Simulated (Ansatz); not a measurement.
Runs of Ansatz 0.2.0 on Si2W. Symmetry: I4/mmm, No. 139, tetragonal system. The conventional cell has a = 3.214 Å, b = 3.214 Å, c = 7.830 Å, α = 90.00°, β = 90.00°, γ = 90.00°. W (site symmetry 4/mmm) is surrounded by 10 Si at 2.62 Å. Si (site symmetry 4mm) is surrounded by 5 Si at 2.59 to 2.63 Å and 5 W at 2.62 Å. 

| task | level | cell | points for each segment of the path | gap on the mesh (eV) | pressure (GPa) | relaxed volume (Å³/atom) | largest force (eV/Å) |
| --- | --- | --- | --- | --- | --- | --- | --- |
| relaxation of cell and atoms | HSE06 | relaxed | - | none | 0.0 | 13.36 | - |
| relaxation of cell and atoms | PBE0 | relaxed | - | none | 0.0 | (a) | - |
| band structure | HSE06 | as given | 4 | none | -2.3 | - | 0.13 |
| single point | PBE0 | as given | - | none | -2.6 | - | 0.13 |

Alike in all rows: potentials or basis Ansatz PAW; no spin polarisation; k mesh 8 × 8 × 8; cutoff (eV) 420; smearing fermi-dirac 0.05 eV.

Problem. Estimate the missing entries.

Solution. (a) 13.34.

Caveats: the PAW data sets come from PBE, with cores solved anew for the run's functional, which leaves a small shift of forces and pressure; the plane-wave basis is chosen anew once the cell has moved, so the energies of steps on either side of that aren't comparable (some runs); the thresholds are loose for stress (some runs); spin-orbit coupling is left out, which moves the levels of the heavy elements (some runs).

A k mesh can miss the band edges, and the runs leave out spin-orbit coupling on W.

A gap of «none» marks a metal or a gap under the smearing width.
